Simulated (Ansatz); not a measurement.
# Eigenvalues along a path: Hg (sc type)

```xyz
1
Lattice="3.1006 0.0000 0.0000 0.0000 3.1006 0.0000 0.0000 0.0000 3.1006" Properties=species:S:1:pos:R:3 pbc="T T T"
Hg    0.0000    0.0000    0.0000
```

The cell comes from a relaxation on PAW files under the same functional, begun from a prototype that needn't be the stable phase.

Computed with Ansatz 0.2.0; functional PBE, scalar-relativistic. Settings: a Γ-centred 12×12×12 k mesh, Fermi–Dirac smearing of 0.08 eV, no spin polarisation. Methods: LAPW: all electrons, basis error target 1 meV/atom.

Spin–orbit coupling is left out, which matters for the heavy atoms.

Path points, in fractions of the reciprocal vectors: Γ (0.000, 0.000, 0.000), X (0.000, 0.500, 0.000), M (0.500, 0.500, 0.000), R (0.500, 0.500, 0.500). The distance column jumps between branches of the path. Levels in eV from the Fermi level; bands 12 to 19, counted from the lowest band of the run. The gap is zero, the pressure -0.05 GPa.

```
# k(1/Å) point b12 b13 b14 b15 b16 b17 b18 b19
0.000 Γ -7.72 -7.63 -7.63 -5.91 -5.91 -5.91 9.36 9.36
0.145 - -7.66 -7.62 -7.56 -5.94 -5.94 -5.91 8.38 9.49
0.289 - -7.61 -7.59 -7.21 -6.02 -6.02 -5.90 6.60 9.84
0.434 - -7.58 -7.52 -6.63 -6.13 -6.13 -5.90 4.72 10.39
0.579 - -7.54 -7.43 -6.25 -6.25 -5.88 -5.84 2.88 11.08
0.724 - -7.52 -7.35 -6.35 -6.35 -5.87 -4.85 1.15 11.82
0.868 - -7.50 -7.29 -6.42 -6.42 -5.87 -3.73 -0.41 12.46
1.013 X -7.49 -7.27 -6.45 -6.45 -5.87 -2.95 -1.34 12.74
1.158 - -7.46 -7.21 -6.51 -6.44 -5.89 -2.91 -1.22 11.82
1.303 - -7.40 -6.97 -6.66 -6.43 -5.96 -2.78 -0.88 10.01
1.447 - -7.36 -6.87 -6.60 -6.41 -6.07 -2.54 -0.38 8.02
1.592 - -7.31 -7.08 -6.40 -6.18 -6.16 -2.13 0.23 6.06
1.737 - -7.27 -7.25 -6.38 -6.27 -5.76 -1.48 0.84 4.21
1.882 - -7.36 -7.24 -6.37 -6.34 -5.50 -0.58 1.34 2.55
2.026 M -7.40 -7.23 -6.36 -6.36 -5.41 0.17 1.54 1.54
2.231 - -7.32 -7.25 -6.35 -6.34 -5.58 -1.20 1.88 2.64
2.436 - -7.31 -7.11 -6.30 -6.28 -6.00 -3.00 2.77 3.74
2.641 - -7.39 -6.82 -6.50 -6.22 -6.19 -4.59 4.04 4.62
2.845 - -7.48 -6.97 -6.57 -6.12 -6.09 -5.83 5.55 5.61
3.050 - -7.56 -7.33 -6.98 -6.11 -6.02 -6.00 6.87 7.15
3.255 - -7.62 -7.56 -7.52 -5.97 -5.94 -5.94 8.37 8.63
3.459 Γ -7.72 -7.63 -7.63 -5.91 -5.91 -5.91 9.36 9.36
3.710 - -7.55 -7.55 -7.46 -5.97 -5.97 -5.97 8.36 8.75
3.961 - -7.30 -7.30 -6.76 -6.12 -6.12 -6.04 7.13 7.58
4.211 - -6.92 -6.92 -6.59 -6.35 -6.35 -5.12 6.38 6.48
4.462 - -6.82 -6.68 -6.68 -6.39 -6.39 -3.32 5.62 5.62
4.713 - -7.02 -6.93 -6.93 -5.92 -5.92 -1.06 5.00 5.00
4.964 - -7.15 -7.12 -7.12 -5.53 -5.53 1.48 4.60 4.60
5.214 R -7.19 -7.19 -7.19 -5.38 -5.38 3.65 4.46 4.46
5.419 - -7.17 -7.15 -7.12 -5.52 -5.43 2.05 4.05 4.81
5.624 - -7.12 -7.05 -6.92 -5.90 -5.60 0.30 3.01 5.77
5.828 - -7.02 -6.91 -6.66 -6.38 -5.90 -1.10 1.76 7.19
6.033 - -6.87 -6.83 -6.74 -6.48 -6.22 -2.05 0.56 8.87
6.238 - -7.18 -6.82 -6.69 -6.59 -6.07 -2.60 -0.43 10.36
6.442 - -7.41 -7.15 -6.52 -6.48 -5.92 -2.87 -1.10 11.83
6.647 X -7.49 -7.27 -6.45 -6.45 -5.87 -2.95 -1.34 12.74
8.080 R -7.19 -7.19 -7.19 -5.38 -5.38 3.65 4.46 4.46
8.225 - -7.20 -7.15 -7.15 -5.48 -5.38 2.72 4.26 4.26
8.370 - -7.23 -7.05 -7.05 -5.76 -5.38 1.78 3.76 3.76
8.514 - -7.27 -6.90 -6.90 -6.15 -5.39 1.11 3.13 3.13
8.659 - -7.32 -6.71 -6.71 -6.56 -5.40 0.65 2.51 2.51
8.804 - -7.36 -6.91 -6.54 -6.54 -5.40 0.37 2.00 2.00
8.949 - -7.39 -7.15 -6.41 -6.41 -5.41 0.21 1.66 1.66
9.093 M -7.40 -7.23 -6.36 -6.36 -5.41 0.17 1.54 1.54
```
